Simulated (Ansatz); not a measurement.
Reaction (cleavage of the B–Sb bond): `C[BH][Sb]([F])[F]` + acetic acid → `CBOC(C)=O` + `[F][SbH][F]`

Computed with Ansatz on PBE0-D4/def2-TZVP structures; ΔE is electronic, products minus reactants. CCSD(T)/CBS adds triple-zeta CCSD(T) − MP2 to the extrapolated MP2 energy (def2 sets, frozen cores). Functionals use def2-TZVPP. B3LYP here is the variant with VWN-RPA as its local correlation; programs differ in this. Elements past krypton have def2 core potentials. For Sb outer-core shells are correlated without core-valence functions, which leaves a few kJ/mol of doubt a bond. Each species was taken in one conformer, which may not be the lowest.

```json
{"level": "B3LYP-D4", "ΔE (kcal/mol)": "-28.3", "difference from CCSD(T)/CBS": "-0.7"}
{"level": "BHLYP-D4", "ΔE (kcal/mol)": "-29.3", "difference from CCSD(T)/CBS": "-1.7"}
{"level": "revPBE", "ΔE (kcal/mol)": "-25.2", "difference from CCSD(T)/CBS": "2.4"}
{"level": "r2SCAN", "ΔE (kcal/mol)": "-27.7", "difference from CCSD(T)/CBS": "-0.1"}
{"level": "LC-ωPBE", "ΔE (kcal/mol)": "-27.5", "difference from CCSD(T)/CBS": "0.1"}
{"level": "CCSD/def2-SVP", "ΔE (kcal/mol)": "-30.9", "difference from CCSD(T)/CBS": "-3.3"}
{"level": "CCSD(T)/def2-SVP", "ΔE (kcal/mol)": "-31.0", "difference from CCSD(T)/CBS": "-3.4"}
{"level": "CCSD/def2-TZVPP", "ΔE (kcal/mol)": "-29.1", "difference from CCSD(T)/CBS": "-1.5"}
{"level": "SCS-MP2/def2-QZVPP", "ΔE (kcal/mol)": "-28.8", "difference from CCSD(T)/CBS": "-1.2"}
{"level": "MP2/CBS(def2)", "ΔE (kcal/mol)": "-27.2", "difference from CCSD(T)/CBS": "0.4"}
{"level": "CCSD(T)/CBS", "ΔE (kcal/mol)": "-27.6", "difference from CCSD(T)/CBS": "0"}
```

Largest T1 diagnostic among the species: 0.015.

Leaving LDA and LC-ωPBE aside and taking each functional with its dispersion term where it has one, the values, not all of them listed here, spread over 4.9 kcal/mol, from B97M-V to revPBE-D4. LDA lies −1.7 kcal/mol from PBE without D4. At CCSD(T), def2-SVP lies −3.4 kcal/mol from the extrapolated value and def2-TZVPP −1.2 kcal/mol.

CCSD(T)/CBS has its own doubt, a few kJ/mol and more with outer-core shells, so smaller differences from it don't rank the levels.
